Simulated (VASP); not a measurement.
# TePb (Fm-3m) in VASP: notebook

Aim: see how the results for TePb move with the level of theory and the settings. Levels: PBE, LDA. Tasks: relaxation of cell and atoms.

Everything below comes from runs of VASP 6.6.1. Logs are shortened: lines on timing, memory, paths and dates and some standing lists are left out, and cuts for length are marked.

### Step 1. The structure

Symmetry: Fm-3m, No. 225, cubic system. Conventional cell: a = 6.568 Å, b = 6.568 Å, c = 6.568 Å, α = 90.00°, β = 90.00°, γ = 90.00°. Te (site symmetry m-3m) has 6 Pb at 3.28 Å as nearest neighbours. Pb (site symmetry m-3m) has 6 Te at 3.28 Å as nearest neighbours.

### Step 2. Relaxation of cell and atoms, PBE

INCAR

```
SYSTEM = TePb
PREC     = Accurate       ! precision mode
ENCUT    = 600            ! plane-wave cutoff, eV
EDIFF    = 1E-7           ! SCF threshold, eV
ISMEAR   = 0              ! smearing method
SIGMA    = 0.03           ! smearing width, eV
LREAL    = .False.        ! projectors in reciprocal space
LASPH    = .True.         ! aspherical terms in the spheres
NELM     = 80             ! most SCF steps
ALGO     = Normal         ! electronic algorithm
ISIF     = 3              ! what is computed and relaxed
LWAVE    = .False.        ! write WAVECAR
LCHARG   = .False.        ! write CHGCAR
GGA      = PE             ! functional
IBRION   = 2              ! ionic algorithm
NSW      = 90             ! ionic steps
EDIFFG   = -0.005         ! ionic threshold
```

KPOINTS

```
regular mesh
0
Gamma
  10 10 10
  0 0 0
```

POSCAR

```
TePb                                    
1.0
    0.0000000000      3.2839997411      3.2839997411
    3.2839997411      0.0000000000      3.2839997411
    3.2839997411      3.2839997411      0.0000000000
  Te              Pb            
     1     1
Direct
     0.5000000000000000    0.5000000000000000    0.5000000000000000
     0.0000000000000000    0.0000000000000000    0.0000000000000000
```

Potentials or basis: VASP PAW PBE potentials, release 64 (Te, Pb_d).

The run is started by

```sh
> cat potpaw_PBE.64/Te/POTCAR potpaw_PBE.64/Pb_d/POTCAR > POTCAR
> mpirun -np 1 vasp_std > vasp.out
```

OUTCAR:

```text
SYSTEM = TePb
   PREC = Accurate
   ENCUT = 600
   EDIFF = 1E-7
   ISMEAR = 0
   LREAL = .False.
   LASPH = .True.
   NELM = 80
   ISIF = 3
   GGA = PE
   IBRION = 2
   NSW = 90
   EDIFFG = -0.005

 ion  position               nearest neighbor table
   1  0.500  0.500  0.500-   2 3.28   2 3.28   2 3.28   2 3.28   2 3.28   2 3.28
   2  0.000  0.000  0.000-   1 3.28   1 3.28   1 3.28   1 3.28   1 3.28   1 3.28

  LATTYP: Found a face centered cubic cell.
 ALAT       =     6.5679994822

  Lattice vectors:

 A1 = (   0.0000000000,   3.2839997411,   3.2839997411)
 A2 = (   3.2839997411,   0.0000000000,   3.2839997411)
 A3 = (   3.2839997411,   3.2839997411,   0.0000000000)

Analysis of symmetry for initial positions (statically):
=====================================================================
 Subroutine PRICEL returns:
 Original cell was already a primitive cell.

 Routine SETGRP: Setting up the symmetry group for a
 face centered cubic supercell.

 Subroutine GETGRP returns: Found 48 space group operations
 (whereof 48 operations were pure point group operations)
 out of a pool of 48 trial point group operations.

The static configuration has the point symmetry O_h .

Analysis of symmetry for dynamics (positions and initial velocities):
=====================================================================
 Subroutine PRICEL returns:
 Original cell was already a primitive cell.

 Routine SETGRP: Setting up the symmetry group for a
 face centered cubic supercell.

 Subroutine GETGRP returns: Found 48 space group operations
 (whereof 48 operations were pure point group operations)
 out of a pool of 48 trial point group operations.

The dynamic configuration has the point symmetry O_h .

 Subroutine INISYM returns: Found 48 space group operations
 (whereof 48 operations are pure point group operations),
 and found     1 'primitive' translations

----------------------------------------------------------------------------------------

                                     Primitive cell

  volume of cell :      70.8336

  direct lattice vectors                    reciprocal lattice vectors
     0.000000000  3.283999741  3.283999741    -0.152253362  0.152253362  0.152253362
     3.283999741  0.000000000  3.283999741     0.152253362 -0.152253362  0.152253362
     3.283999741  3.283999741  0.000000000     0.152253362  0.152253362 -0.152253362

  length of vectors
     4.644276973  4.644276973  4.644276973     0.263710558  0.263710558  0.263710558

  position of ions in fractional coordinates (direct lattice)
     0.500000000  0.500000000  0.500000000
     0.000000000  0.000000000  0.000000000

  ion indices of the primitive-cell ions
   primitive index   ion index
                 1           1
                 2           2

----------------------------------------------------------------------------------------

 KPOINTS: regular mesh

Automatic generation of k-mesh.
 Grid dimensions read from file:
 generate k-points for:   10   10   10

 Generating k-lattice:

  Cartesian coordinates                     Fractional coordinates (reciprocal lattice)
    -0.015225336  0.015225336  0.015225336     0.100000000  0.000000000  0.000000000
     0.015225336 -0.015225336  0.015225336     0.000000000  0.100000000  0.000000000
     0.015225336  0.015225336 -0.015225336     0.000000000  0.000000000  0.100000000

  Length of vectors
     0.026371056  0.026371056  0.026371056

  Shift w.r.t. Gamma in fractional coordinates (k-lattice)
     0.000000000  0.000000000  0.000000000

 Subroutine IBZKPT returns following result:
 ===========================================

 Found     47 irreducible k-points:

 Following reciprocal coordinates:
            Coordinates               Weight
  0.000000  0.000000  0.000000      1.000000
  0.100000  0.000000  0.000000      8.000000
  0.200000  0.000000  0.000000      8.000000
  0.300000  0.000000  0.000000      8.000000
  0.400000  0.000000  0.000000      8.000000
  0.500000  0.000000  0.000000      4.000000
[... 16 lines left out ...]
  0.300000  0.300000  0.000000      6.000000
  0.400000  0.300000  0.000000     24.000000
 [... further k-points ...]
   k-points           NKPTS =     47   k-points in BZ     NKDIM =     47   number of bands    NBANDS=     14
   number of dos      NEDOS =    301   number of ions     NIONS =      2
   total plane-waves  NPLWV =  64000
   dimension x,y,z NGX =    40 NGY =   40 NGZ =   40
   dimension x,y,z NGXF=    80 NGYF=   80 NGZF=   80
   ions per type =               1   1
   NGX,Y,Z   is equivalent  to a cutoff of  14.32, 14.32, 14.32 a.u.
   NGXF,Y,Z  is equivalent  to a cutoff of  28.64, 28.64, 28.64 a.u.
 SYSTEM =  TePb
   PREC   = accura    normal or accurate (medium, high low for compatibility)
   ISTART =      0    job   : 0-new  1-cont  2-samecut
   ICHARG =      2    charge: 1-file 2-atom 10-const
   ISPIN  =      1    spin polarized calculation?
[... 70 lines left out ...]
      6      -6.6164      2.00000
      7      -0.7068      2.00000
      8       3.8447      2.00000
      9       3.8447      2.00000
     10       3.8447      2.00000
     11       9.0290      0.00000
     12       9.0290      0.00000
     13       9.0290      0.00000
     14      10.9157      0.00000

 k-point     2 :       0.1000    0.0000    0.0000
  band No.  band energies     occupation
      1     -11.6419      2.00000
      2     -11.6419      2.00000
      3     -11.6351      2.00000
      4     -11.6342      2.00000
      5     -11.6342      2.00000
      6      -6.5363      2.00000
      7      -0.9495      2.00000
      8       3.8686      2.00000
      9       3.8686      2.00000
     10       3.9742      2.00000
     11       8.5134      0.00000
     12       8.6522      0.00000
     13       8.6522      0.00000
     14      10.7898      0.00000

 k-point     3 :       0.2000    0.0000    0.0000
  band No.  band energies     occupation
      1     -11.6447      2.00000
      2     -11.6447      2.00000
      3     -11.6345      2.00000
      4     -11.6307      2.00000
      5     -11.6307      2.00000
      6      -6.3024      2.00000
      7      -1.5586      2.00000
      8       3.9424      2.00000
      9       3.9424      2.00000
     10       4.2616      2.00000
     11       7.5968      0.00000
     12       7.8966      0.00000
     13       7.8966      0.00000
     14      10.8510      0.00000

 k-point     4 :       0.3000    0.0000    0.0000
  band No.  band energies     occupation
      1     -11.6484      2.00000
      2     -11.6484      2.00000
      3     -11.6338      2.00000
      4     -11.6262      2.00000
      5     -11.6262      2.00000
      6      -5.9403      2.00000
      7      -2.3159      2.00000
      8       4.0642      2.00000
      9       4.0642      2.00000
     10       4.5670      2.00000
     11       6.7568      0.00000
     12       7.1543      0.00000
     13       7.1543      0.00000
     14      11.3825      0.00000

 k-point     5 :       0.4000    0.0000    0.0000
  band No.  band energies     occupation
      1     -11.6515      2.00000
      2     -11.6515      2.00000
      3     -11.6332      2.00000
      4     -11.6224      2.00000
      5     -11.6224      2.00000
      6      -5.5285      2.00000
      7      -3.0099      2.00000
      8       4.2026      2.00000
      9       4.2026      2.00000
     10       4.8443      2.00000
     11       6.1194      0.00000
[... 276 lines left out ...]
 k-point    22 :      -0.2000    0.2000    0.0000
  band No.  band energies     occupation
      1     -11.6496      2.00000
      2     -11.6492      2.00000
      3     -11.6326      2.00000
      4     -11.6277      2.00000
      5     -11.6249      2.00000
      6      -5.8254      2.00000
      7      -2.3303      2.00000
      8       2.6859      2.00000
      9       4.3814      2.00000
     10       4.8825      2.00000
     11       6.3701      0.00000
     12       6.6843      0.00000
     13       9.2908      0.00000
     14      11.2804      0.00000

 k-point    23 :       0.3000    0.3000    0.0000
  band No.  band energies     occupation
      1     -11.6684      2.00000
      2     -11.6405      2.00000
      3     -11.6350      2.00000
      4     -11.6218      2.00000
      5     -11.6218      2.00000
      6      -5.7495      2.00000
      7      -2.0021      2.00000
      8       2.8911      2.00000
      9       2.8911      2.00000
     10       2.9156      2.00000
     11       8.4806      0.00000
     12       8.9883      0.00000
     13       9.6524      0.00000
     14       9.6524      0.00000

 k-point    24 :       0.4000    0.3000    0.0000
  band No.  band energies     occupation
      1     -11.6743      2.00000
      2     -11.6403      2.00000
      3     -11.6355      2.00000
      4     -11.6195      2.00000
      5     -11.6187      2.00000
      6      -5.4732      2.00000
      7      -2.2684      2.00000
      8       2.1719      2.00000
      9       2.7978      2.00000
     10       2.8473      2.00000
     11       8.8873      0.00000
     12       9.3154      0.00000
     13       9.5307      0.00000
     14       9.7139      0.00000

 [... further k-points ...]
[... 5 lines left out ...]
  --------------------------------------------------------------------------------------
  -------------------------------------------------------------------------------------
  Total        0.0053856      0.0053856      0.0053856      0.0000000      0.0000000      0.0000000
  in kB        0.1218165      0.1218165      0.1218165      0.0000000      0.0000000      0.0000000
  external PRESSURE =       0.1218165 kB  Pullay stress =       0.0000000 kB

 VOLUME and BASIS-vectors are now :
 -----------------------------------------------------------------------------
  energy-cutoff  :      600.00
  volume of cell :       70.83
      direct lattice vectors                 reciprocal lattice vectors
     0.000000000  3.283999741  3.283999741    -0.152253362  0.152253362  0.152253362
     3.283999741  0.000000000  3.283999741     0.152253362 -0.152253362  0.152253362
     3.283999741  3.283999741  0.000000000     0.152253362  0.152253362 -0.152253362

 POSITION                                       TOTAL-FORCE (eV/Angst)
 -----------------------------------------------------------------------------------
      3.28400      3.28400      3.28400         0.000000      0.000000      0.000000
      0.00000      0.00000      0.00000         0.000000      0.000000      0.000000
 -----------------------------------------------------------------------------------
    total drift:                                0.000000     -0.000000     -0.000000

  FREE ENERGIE OF THE ION-ELECTRON SYSTEM (eV)
  ---------------------------------------------------
  free  energy   TOTEN  =        -7.5230656560 eV

  energy  without entropy=       -7.5230656560  energy(sigma->0) =       -7.52306566

 reached required accuracy - stopping structural energy minimisation
```

It took 69 s on 1 thread of Intel Xeon Platinum 8259CL at 2.50GHz (Skylake/Cascade Lake), shared host; peak memory 0.27 GiB.

What came out:

```
Free energy             : -7.5231 eV
Pressure after relaxing : 0.0 GPa
Band gap on the k mesh  : 0.83 eV, direct
```

Final structure:
```cif
data_structure
_symmetry_space_group_name_H-M 'P 1'
_symmetry_Int_Tables_number 1
_cell_length_a 4.6443
_cell_length_b 4.6443
_cell_length_c 4.6443
_cell_angle_alpha 60.000
_cell_angle_beta 60.000
_cell_angle_gamma 60.000
_cell_volume 70.83
loop_
_atom_site_label
_atom_site_type_symbol
_atom_site_fract_x
_atom_site_fract_y
_atom_site_fract_z
_atom_site_occupancy
Te1 Te 0.50000 0.50000 0.50000 1
Pb1 Pb 0.00000 0.00000 0.00000 1
```

Levels at points of the mesh, in eV from the valence-band top:
```
           k point  band 7  band 8  band 9  band 10  band 11  band 12  band 13  band 14
(0.00, 0.00, 0.00)   -5.71   -1.16   -1.16    -1.16     4.03     4.03     4.03     5.91
(0.50, 0.00, 0.00)   -8.34   -0.73   -0.73     0.00     0.83     1.39     1.39     8.34
(0.50, 0.50, 0.00)   -7.22   -4.11   -2.52    -2.52     3.51     5.31     5.31     6.44
```

Caveat: the relaxation stopped at its first step, so nothing moved; spin-orbit coupling is left out, which as a rule narrows the gap of such compounds by several tenths of an eV. A k mesh can miss the band edges.

### Step 3. Relaxation of cell and atoms, LDA

This run uses another cell than the first one, of 33.73 Å³/atom, 0.952 times its volume.

INCAR

```
SYSTEM = TePb
ALGO     = Normal         ! electronic algorithm
EDIFF    = 1E-6           ! SCF threshold, eV
EDIFFG   = -0.01          ! ionic threshold
ENCUT    = 600            ! plane-wave cutoff, eV
IBRION   = 2              ! ionic algorithm
ISIF     = 3              ! what is computed and relaxed
ISMEAR   = 0              ! smearing method
LASPH    = .TRUE.         ! aspherical terms in the spheres
LCHARG   = .FALSE.        ! write CHGCAR
LREAL    = .FALSE.        ! projectors in reciprocal space
LWAVE    = .FALSE.        ! write WAVECAR
NELM     = 80             ! most SCF steps
NSW      = 90             ! ionic steps
PREC     = Accurate       ! precision mode
SIGMA    = 0.03           ! smearing width, eV
```

KPOINTS

```
k-points
0
G
  10 10 10
  0 0 0
```

POSCAR

```
TePb
1.0
    0.0000000000      3.2310000000      3.2310000000
    3.2310000000      0.0000000000      3.2310000000
    3.2310000000      3.2310000000      0.0000000000
Te Pb
1 1
Direct
    0.5000000000      0.5000000000      0.5000000000
    0.0000000000      0.0000000000      0.0000000000
```

Potentials or basis: VASP PAW LDA potentials, release 64 (Te, Pb_d).

The run is started by

```sh
> cat potpaw_LDA.64/Te/POTCAR potpaw_LDA.64/Pb_d/POTCAR > POTCAR
> mpirun -np 1 vasp_std > vasp.out
```

It took 1.7 min on 1 thread of Intel Xeon Platinum 8488C (Sapphire Rapids), shared host; peak memory 0.23 GiB.

It converged, with:

```
Free energy                            : -8.7753 eV
Relaxed volume                         : 32.54 Å³/atom
Relaxed cell                           : a = 4.515 Å, b = 4.515 Å, c = 4.515 Å, α = 60.00°, β = 60.00°, γ = 60.00°
Space group after relaxing (to 0.05 Å) : Fm-3m (No. 225)
Energy gained by relaxing              : 6.2 meV/atom
Ionic steps                            : 3
Pressure after relaxing                : 0.0 GPa
Band gap on the k mesh                 : 0.56 eV, direct
```

The path:
```tsv
step	energy change (eV)	largest force (eV/Å)	pressure (GPa)	volume (Å³)
1	0.0000	0.0000	-1.63	67.46
2	-0.0105	0.0000	0.71	64.17
3	-0.0125	0.0000	-0.01	65.08
```

Final structure:
```
CELL_PARAMETERS angstrom
0.00000 3.19252 3.19252
3.19252 0.00000 3.19252
3.19252 3.19252 0.00000
ATOMIC_POSITIONS crystal
Te 0.50000 0.50000 0.50000
Pb 0.00000 0.00000 0.00000
```

Levels at points of the mesh, in eV from the valence-band top:
```csv
k point,band 6,band 7,band 8,band 9,band 10,band 11,band 12,band 13,band 14
"(0.00, 0.00, 0.00)",-12.37,-5.59,-1.49,-1.49,-1.49,4.02,4.02,4.02,5.69
"(0.50, 0.00, 0.00)",-10.84,-8.84,-0.99,-0.99,0.00,0.56,1.11,1.11,8.33
"(0.50, 0.50, 0.00)",-10.55,-7.42,-4.81,-3.03,-3.03,3.09,5.51,5.51,6.81
```

Caveat: spin-orbit coupling is left out, which as a rule narrows the gap of such compounds by several tenths of an eV. Zero-point motion and thermal expansion aren't in these numbers.

### Step 4. Relaxation of cell and atoms, LDA

This run uses another cell than the first one, of 32.54 Å³/atom, 0.919 times its volume.

INCAR, as its differences from that of step 3:

```diff
@@ -2,4 +2,4 @@
 ALGO     = Normal         ! electronic algorithm
-EDIFF    = 1E-6           ! SCF threshold, eV
-EDIFFG   = -0.01          ! ionic threshold
+EDIFF    = 1E-7           ! SCF threshold, eV
+EDIFFG   = -0.005         ! ionic threshold
 ENCUT    = 600            ! plane-wave cutoff, eV
```

KPOINTS is that of step 3.

POSCAR

```
TePb                                    
1.0
    0.0000000000      3.1925211127      3.1925211127
    3.1925211127      0.0000000000      3.1925211127
    3.1925211127      3.1925211127      0.0000000000
  Te              Pb            
     1     1
Direct
     0.5000000000000000    0.5000000000000000    0.5000000000000000
     0.0000000000000000    0.0000000000000000    0.0000000000000000
```

The run is started by

```sh
> cat potpaw_LDA.64/Te/POTCAR potpaw_LDA.64/Pb_d/POTCAR > POTCAR
> mpirun -np 1 vasp_std > vasp.out
```

Run time: 36 s. Hardware: 1 thread of Intel Xeon Platinum 8488C (Sapphire Rapids), shared host; peak memory 0.21 GiB.

The run converged. Its results:

- Free energy: -8.7751 eV
- Pressure after relaxing: 0.0 GPa
- Band gap on the k mesh: 0.56 eV, direct

Final structure:
```
Te Pb
1.0
     0.00000    3.19252    3.19252
     3.19252    0.00000    3.19252
     3.19252    3.19252    0.00000
Te Pb
1 1
Cartesian
  3.1925 3.1925 3.1925
  0.0000 0.0000 0.0000
```

Levels at points of the mesh, in eV from the valence-band top:
```
           k point  band 6  band 7  band 8  band 9  band 10  band 11  band 12  band 13  band 14
(0.00, 0.00, 0.00)  -12.37   -5.59   -1.49   -1.49    -1.49     4.02     4.02     4.02     5.69
(0.50, 0.00, 0.00)  -10.84   -8.84   -0.99   -0.99     0.00     0.56     1.11     1.11     8.33
(0.50, 0.50, 0.00)  -10.55   -7.42   -4.81   -3.03    -3.03     3.09     5.51     5.51     6.81
```

Caveat: the relaxation stopped at its first step, so nothing moved; spin-orbit coupling is left out, which as a rule narrows the gap of such compounds by several tenths of an eV. A k mesh can miss the band edges.
